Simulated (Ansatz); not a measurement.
# CdS (Fm-3m) in Ansatz: further runs

The runs below take CdS through band structure, projected density of states, with PBE+D3(BJ), PBEsol.

All numbers are computed with Ansatz 0.2.0; they aren't measurements. Logs are shortened: lines on timing, memory, paths and dates and some standing lists are left out, and cuts for length are marked.

**1. The undisturbed crystal**

Symmetry: Fm-3m, No. 225, cubic system. The conventional cell has a = 5.506 Å, b = 5.506 Å, c = 5.506 Å, α = 90.00°, β = 90.00°, γ = 90.00°. Cd (site symmetry m-3m) is surrounded by 6 S at 2.75 Å. S (site symmetry m-3m) is surrounded by 6 Cd at 2.75 Å.

Measurements of this composition are mostly on another form, of space group No. 186.

**2. Band structure, PBE+D3(BJ) (volume scaled by 1.15)**

Input file input.yaml:

```yaml
crystal:
  lattice:
    - [0.0, 2.8845449761, 2.8845449761]
    - [2.8845449761, 0.0, 2.8845449761]
    - [2.8845449761, 2.8845449761, 0.0]
  atoms:
    - { symbol: Cd, position: [0.0, 0.0, 0.0] }
    - { symbol: S, position: [0.5, 0.5, 0.5] }
hamiltonian:
  xc: pbe
  pseudopotentials: { kind: nc, accuracy: stringent }
  dispersion: d3bj
kpoints:
  mp_grid: { grid: [8, 8, 8], shift: [0.5, 0.5, 0.5] }
  band_path:
    path:
      - [[0.0, 0.0, 0.0], [0.5, 0.0, 0.5], [0.5, 0.25, 0.75], [0.375, 0.375, 0.75], [0.0, 0.0, 0.0], [0.5, 0.5, 0.5], [0.625, 0.25, 0.625], [0.5, 0.25, 0.75], [0.5, 0.5, 0.5], [0.375, 0.375, 0.75]]
      - [[0.625, 0.25, 0.625], [0.5, 0.0, 0.5]]
    npoints: 14
scf:
  occupations: { method: fixed }
  n_extra_bands: 6
  convergence: { dr2_threshold: 1.0e-11 }
output:
  forces: true
  stress: true
  eigenvalues: true
  fatbands: true
  write_density: true
  write_potential: true
  elf: true
  volumetric_format: npy
```

Potentials or basis: PseudoDojo stringent (PBE files).

Command:

```bash
> ansatz run input.yaml --threads 1 --pin off --max-ram 2560MiB --backend cpu --events-out ev --progress --plain --runs-dir out
```

The log of the run:

```text
Warning: crystal.symmetry: narrowed to the stabiliser of the k-point mesh — unitary ops 48 → 12; excluded 36 operations that carry a point of the 8×8×8 mesh (shift [0.5, 0.5, 0.5]) off the mesh (the run samples exactly the mesh kpoints.mp_grid names, as under crystal.symmetry.detect: false, and its converged state has the mesh's symmetry, not the crystal's; ε∞, the Born charges and the force constants of a linear response (`dielectric:` by the response, `phonons.method: dfpt`) are averaged over those of the crystal's operations that the state keeps within a tolerance, where `mesh_tensors`, `unaveraged_element` or `gamma_mean_max_change_ev_ang2` stands beside them; a row that `dielectric.field_direction` solves alone is averaged likewise, with nothing beside; a Γ-centred mesh of equal divisions is mapped onto itself by every operation and keeps the whole group, as does a half-shifted one under kpoints.further_shifts: images)
Warning: RAYON_NUM_THREADS=1 ignored (pool sized by the plan → 1); use --threads N
scf.n_extra_bands = 6 over 13 filled bands (N_el = 26.0): the run solves 19 bands
Engine: ansatz 0.2.0, aarch64-unknown-linux-gnu
Pseudopotentials: kind: nc
Pseudopotential: Cd, nc, valence charge 20, recommended cutoff 1632.683175 eV (normal), Cd.nc.azcp (PseudoDojo's, or run here from an input of PseudoDojo's; its table is named by hamiltonian.pseudopotentials.accuracy)
Pseudopotential: S, nc, valence charge 6, recommended cutoff 770 eV (normal), S.nc.azcp (PseudoDojo's, or run here from an input of PseudoDojo's; its table is named by hamiltonian.pseudopotentials.accuracy)
Functional definition: PBE
  parameter kappa = 0.804
  parameter beta = 0.06672455060314922
  exchange = pbe_x(kappa = kappa, mu = beta*pi^2/3)
  correlation = pbe_c(beta = beta)
Crystal: 2 atoms, lattice volume = 48.002 Å³
Basis set: ecut = 1632.683175 eV, 7239 PW (Γ), exchange–correlation on 108×108×108 points (8 copies of the dense FFT grid, shifted against one another)
Bands: 19, of which v1, the nominal top of the filled ones, is band 13 counted from 1 (12 counted from 0)
Symmetry: 12 space group operations
k-points: 60 of 512
Non-local potential: Cd, projectors of the file, l = 0: 2, l = 1: 2, l = 2: 2
Non-local potential: S, projectors of the file, l = 0: 2, l = 1: 2, l = 2: 2
Initial density: superposition of atomic densities (chi_scale 0.1, normalization cell, long waves kept (reshape's long-wave potential 0.00 eV rms))
Initial wavefunctions: pseudopotential atomic-orbital guess
Functional: x = pbe(κ = 0.804, μ = 0.2195149727645171), c = pbe(β = 0.06672455060314922)
SCF iter   1: F=—  HF=-5067.548636 eV  |F-HF|=—  |Δ(HF+E_count)|=         —  Δρ=3.45e-2  dr2=3.75e-1  ethr=3.10e-3  ⟨swp⟩=5.2  Hψ=4944  notcnv=0  defer=213
preconditioner: auto → none  [insulator: Δε(μ)=0.679 eV  Ē_g=13.793 eV  n_scr=14 (ndim 8)  ℏωp=22.7 eV  f_vac=0.004  ε∞_Penn≈3.7]
SCF iter   2: F=—  HF=-5067.468347 eV  |F-HF|=—  |Δ(HF+E_count)|=   8.03e-2  Δρ=1.15e-2  dr2=2.95e-2  ethr=1.44e-3  ⟨swp⟩=2.8  Hψ=2416  notcnv=0  defer=240
SCF iter   3: F=—  HF=-5067.470359 eV  |F-HF|=—  |Δ(HF+E_count)|=   2.01e-3  Δρ=4.63e-3  dr2=5.19e-3  ethr=1.13e-4  ⟨swp⟩=2.3  Hψ=1566  notcnv=0  defer=240
SCF iter   4: F=—  HF=-5067.471407 eV  |F-HF|=—  |Δ(HF+E_count)|=   1.05e-3  Δρ=3.36e-4  dr2=3.72e-5  ethr=2.00e-5  ⟨swp⟩=2.7  Hψ=1614  notcnv=0  defer=240
SCF iter   5: F=—  HF=-5067.471423 eV  |F-HF|=—  |Δ(HF+E_count)|=   1.66e-5  Δρ=1.90e-4  dr2=1.31e-5  ethr=1.43e-7  ⟨swp⟩=2.2  Hψ=1855  notcnv=0  defer=240
SCF iter   6: F=—  HF=-5067.471421 eV  |F-HF|=—  |Δ(HF+E_count)|=   2.79e-6  Δρ=5.06e-5  dr2=7.98e-7  ethr=5.03e-8  ⟨swp⟩=2.5  Hψ=1628  notcnv=0  defer=207
SCF iter   7: F=—  HF=-5067.471331 eV  |F-HF|=—  |Δ(HF+E_count)|=   8.94e-5  Δρ=1.00e-5  dr2=2.15e-8  ethr=3.07e-9  ⟨swp⟩=2.5  Hψ=1617  notcnv=0  defer=166
SCF iter   8: F=—  HF=-5067.471331 eV  |F-HF|=—  |Δ(HF+E_count)|=   4.00e-9  Δρ=1.18e-6  dr2=1.42e-10  ethr=8.28e-11  ⟨swp⟩=2.0  Hψ=1646  notcnv=0  defer=166
SCF iter   9: F=-5067.471331 eV  HF=-5067.471331 eV  |F-HF|=9.09e-13  |Δ(HF+E_count)|=  1.13e-10  Δρ=1.24e-7  dr2=2.40e-12  ethr=1.00e-12  ⟨swp⟩=16.8  Hψ=9161  notcnv=0
SCF 1 converged in 9 iterations: F = -5067.471331 eV  dr2 = 2.40e-12
NSCF: frozen V_eff on 142 k-points
SCF converged after 9 iterations
Free energy (F): -5067.471331 eV
Harris-Foulkes:  -5067.471331 eV  (|F-HF|=9.09e-13)
Internal energy: -5067.471331 eV  (E = F + TS)
E sigma→0 (E₀):  -5067.471331 eV
Fermi energy:    7.368179 eV
--- Per-component energies (eV) ---
  E_band       = -493.746866
  E_kinetic    = 1786.460152
  E_local      = -5272.184814  (includes V_loc(G=0)·N_el)
  E_nonlocal   = 318.223047
  E_hartree    = 1663.899102
  E_xc         = -742.073884
  E_vxc        = -654.043536  (∫ρ·V_xc dr)
  E_ewald      = -2821.148028
  E_disp       = -0.646906  (pairwise vdW)
  E_smearing   = -0.000000  (= −TS)
  E_closure    = 0.000000  (closes the sum)
  Σ components = -5067.471331   (vs F -5067.471331, Δ=0.00e0)
--- Forces (eV/Å), atoms counted from 1 ---
  atom   1  Cd    -0.00000000     0.00000000    -0.00000000
  atom   2  S      0.00000000     0.00000000     0.00000000
  max |Σ_I F_I| component: 8.68e-30 eV/Å
--- Stress (GPa, compression-positive) ---
       -9.674140      -0.008268      -0.008268
       -0.008268      -9.674140      -0.008268
       -0.008268      -0.008268      -9.674140
  P = ⅓ Tr σ = -9.6741 GPa (-96.741 kbar)
--- Band table (eV; the first three rows and the last of 60) ---
  k-point 0: bands = ["-94.1548", "-55.2163", "-55.2162", "-55.2162", "-4.4455", "-0.0415", "-0.0415", "-0.0392", "-0.0322", "-0.0322", "6.4215", "6.9100", "6.9100", "8.1222", "16.0203", "16.4080", "16.4080", "17.3747", "17.3747"]
  k-point 1: bands = ["-94.1548", "-55.2163", "-55.2162", "-55.2162", "-4.3209", "-0.0831", "-0.0652", "-0.0472", "-0.0184", "-0.0000", "5.4469", "6.7736", "7.0867", "9.2337", "14.9333", "15.3825", "15.6021", "16.8051", "17.8359"]
  k-point 2: bands = ["-94.1548", "-55.2165", "-55.2163", "-55.2162", "-4.0584", "-0.1488", "-0.1226", "-0.0690", "0.0245", "0.0473", "4.3015", "6.8441", "7.2763", "10.4100", "13.4591", "14.2503", "14.5708", "17.6420", "17.8843"]
  k-point 59: bands = ["-94.1548", "-55.2168", "-55.2163", "-55.2163", "-3.7081", "-0.1914", "-0.1424", "-0.1005", "0.0868", "0.0997", "3.3967", "6.6603", "7.2033", "11.4363", "11.7887", "13.6250", "14.4841", "18.7879", "19.5109"]
```

It took 50 s on 1 thread of Arm Neoverse V2, shared host; peak memory 0.83 GiB.

Results:

```yaml
Free_energy: -5067.4713 eV
Pressure: -9.7 GPa
Band_gap_on_the_k_mesh: 0.45 eV, indirect (least direct gap 1.21 eV)
Band_gap_along_the_path: 0.20 eV, indirect (least direct gap 0.75 eV)
```

Levels at the corners of the path, in eV from the valence-band top:
| point | band 9 | band 10 | band 11 | band 12 | band 13 | band 14 | band 15 | band 16 | band 17 | band 18 |
| --- | --- | --- | --- | --- | --- | --- | --- | --- | --- | --- |
| Γ | -7.41 | -7.41 | -0.48 | -0.48 | -0.48 | 0.27 | 9.10 | 9.10 | 9.10 | 10.38 |
| X | -7.25 | -6.82 | -3.28 | -1.58 | -1.58 | 0.20 | 6.21 | 8.79 | 10.07 | 10.07 |
| W | -7.25 | -6.94 | -2.47 | -2.47 | -2.36 | 2.86 | 6.35 | 7.37 | 7.37 | 11.90 |
| K | -7.27 | -6.99 | -2.87 | -2.82 | -1.04 | 1.91 | 6.38 | 8.01 | 8.17 | 9.82 |
| Γ | -7.41 | -7.41 | -0.48 | -0.48 | -0.48 | 0.27 | 9.10 | 9.10 | 9.10 | 10.38 |
| L | -7.29 | -7.29 | -4.12 | -0.02 | -0.02 | 3.57 | 5.53 | 5.91 | 5.91 | 11.58 |
| U | -7.27 | -6.99 | -2.87 | -2.82 | -1.04 | 1.91 | 6.38 | 8.01 | 8.17 | 9.82 |
| W | -7.25 | -6.94 | -2.47 | -2.47 | -2.36 | 2.86 | 6.35 | 7.37 | 7.37 | 11.90 |
| L | -7.29 | -7.29 | -4.12 | -0.02 | -0.02 | 3.57 | 5.53 | 5.91 | 5.91 | 11.58 |
| K | -7.27 | -6.99 | -2.87 | -2.82 | -1.04 | 1.91 | 6.38 | 8.01 | 8.17 | 9.82 |
| U | -7.27 | -6.99 | -2.87 | -2.82 | -1.04 | 1.91 | 6.38 | 8.01 | 8.17 | 9.82 |
| X | -7.25 | -6.82 | -3.28 | -1.58 | -1.58 | 0.20 | 6.21 | 8.79 | 10.07 | 10.07 |

Caveat: the k mesh misses the band edges, so the gap on the mesh is wider than the one along the path.

**3. Projected density of states, PBEsol (cell strained at random at fixed volume)**

Input file input.yaml:

```yaml
crystal:
  lattice:
    - [0.022187, 2.864366, 2.766339]
    - [2.701501, 0.02671, 2.761816]
    - [2.683191, 2.841532, 0.045021]
  atoms:
    - { symbol: Cd, position: [0.0, 0.0, 0.0] }
    - { symbol: S, position: [0.5, 0.5, 0.5] }
hamiltonian:
  xc: pbesol
  pseudopotentials: { kind: paw, core: small }
kpoints:
  mp_grid: { grid: [6, 6, 7] }
scf:
  occupations: { method: fermi_dirac, width: 0.15 }
  n_extra_bands: 6
output:
  forces: true
  stress: true
  eigenvalues: true
  dos: { projected: true, de: 0.05, nscf_kmesh: { grid: [9, 9, 11] } }
basis:
  ecutwfc: "450 eV"
```

Potentials or basis: Ansatz PAW.

Command:

```bash
> ansatz run input.yaml --threads 1 --pin off --max-ram 2560MiB --backend cpu --events-out ev --progress --plain --runs-dir out
```

The log of the run:

```text
Warning: of Cd the run reads no dataset of the core that `hamiltonian.pseudopotentials.core` asks for: this build lists none beside the file that it uses, or the input names that file
Warning: RAYON_NUM_THREADS=1 ignored (pool sized by the plan → 1); use --threads N
scf.n_extra_bands = 6 over 13 filled bands (N_el = 26.0): the run solves 19 bands
Engine: ansatz 0.2.0, aarch64-unknown-linux-gnu
Pseudopotentials: kind: paw
Pseudopotential: Cd, paw, valence charge 20, recommended cutoff 420 eV (normal), Cd.paw.azcp
Pseudopotential: S, paw, valence charge 6, recommended cutoff 420 eV (normal), S.paw.azcp
Functional definition: PBEsol
  exchange = pbesol_x
  correlation = pbesol_c
Crystal: 2 atoms, lattice volume = 41.741 Å³
Basis set: ecut = 450 eV, 911 PW (Γ), exchange–correlation on 60×54×60 points (8 copies of the dense FFT grid, shifted against one another)
[... 42 lines left out ...]
  E_ewald      = -2954.111207
  E_core_change = 0.403909  (= ΣΔE_core)
  E_smearing   = -0.016004  (= −TS)
  E_closure    = 0.000000  (closes the sum)
  Σ components = -9070.013060   (vs F -9070.013060, Δ=0.00e0)
--- Forces (eV/Å), atoms counted from 1 ---
  atom   1  Cd     0.00000000     0.00000000     0.00000000
  atom   2  S      0.00000000     0.00000000     0.00000000
  max |Σ_I F_I| component: 0.00e0 eV/Å
--- Stress (GPa, compression-positive) ---
       -2.477460      -0.060344      -0.533094
       -0.060344      -5.652577      -0.526438
       -0.533094      -0.526438      -3.922752
  P = ⅓ Tr σ = -4.0176 GPa (-40.176 kbar)
--- Band table (eV; the first three rows and the last of 128) ---
  k-point 0: bands = ["-92.1601", "-53.2673", "-53.2610", "-53.2567", "-3.4375", "1.6752", "1.7096", "1.7254", "1.7297", "1.7588", "8.3391", "8.5191", "8.7099", "9.9939", "18.1374", "18.3808", "18.5763", "19.6620", "20.2491"]
  k-point 1: bands = ["-92.1600", "-53.2674", "-53.2612", "-53.2567", "-3.2630", "1.6458", "1.6674", "1.6961", "1.7488", "1.7735", "7.1745", "8.5408", "8.6938", "11.3807", "16.9160", "17.5037", "18.0865", "19.1367", "19.3824"]
  k-point 2: bands = ["-92.1600", "-53.2678", "-53.2616", "-53.2568", "-2.8149", "1.4988", "1.5469", "1.6277", "1.8394", "1.8469", "5.5852", "8.8796", "8.9458", "12.5787", "15.5595", "16.0177", "16.5314", "19.7862", "20.0942"]
  k-point 127: bands = ["-92.1600", "-53.2677", "-53.2612", "-53.2579", "-2.3672", "1.4055", "1.4668", "1.5194", "1.9066", "1.9255", "4.4383", "8.9803", "9.1908", "12.9852", "14.5515", "15.3301", "16.5865", "20.9323", "21.7546"]
```

Wall time 15 s (1 thread of Arm Neoverse V2, shared host); peak memory 0.43 GiB.

Results:

| Quantity | Value |
| --- | --- |
| Free energy | -9070.0131 eV |
| Pressure | -4.0 GPa |
| Band gap on the k mesh | none (metal or under the smearing width) |
| Density of states at the Fermi level | 0.02 states/eV per cell |

Stress tensor (GPa, compression positive):
```
-2.48 -0.06 -0.53
-0.06 -5.65 -0.53
-0.53 -0.53 -3.92
```

States per cell in windows of 1 eV (zero at the Fermi level; states under -8 eV left out):
```
from (eV)  total  Cd 4d  S 3p  Cd 5s  S 3s
     -8.0   7.20   6.96  0.13   0.01  0.09
     -7.0   0.00   0.00  0.00   0.00  0.00
     -6.0   0.04   0.00  0.02   0.01  0.00
     -5.0   1.47   0.10  0.95   0.36  0.05
     -4.0   0.71   0.03  0.51   0.11  0.04
     -3.0   1.27   0.04  1.09   0.06  0.02
     -2.0   1.64   0.06  1.47   0.03  0.01
     -1.0   0.87   0.05  0.80   0.00  0.00
      0.0   0.09   0.00  0.01   0.07  0.00
      1.0   0.28   0.00  0.07   0.17  0.01
      2.0   0.68   0.00  0.19   0.34  0.03
      3.0   0.92   0.00  0.20   0.33  0.03
      4.0   0.51   0.00  0.05   0.07  0.00
      5.0   1.24   0.00  0.06   0.05  0.00
      6.0   1.63   0.00  0.07   0.05  0.00
      7.0   1.86   0.00  0.09   0.09  0.00
```

Caveat: the PAW data sets come from PBE, with cores solved anew for the run's functional, which leaves a small shift of forces and pressure.
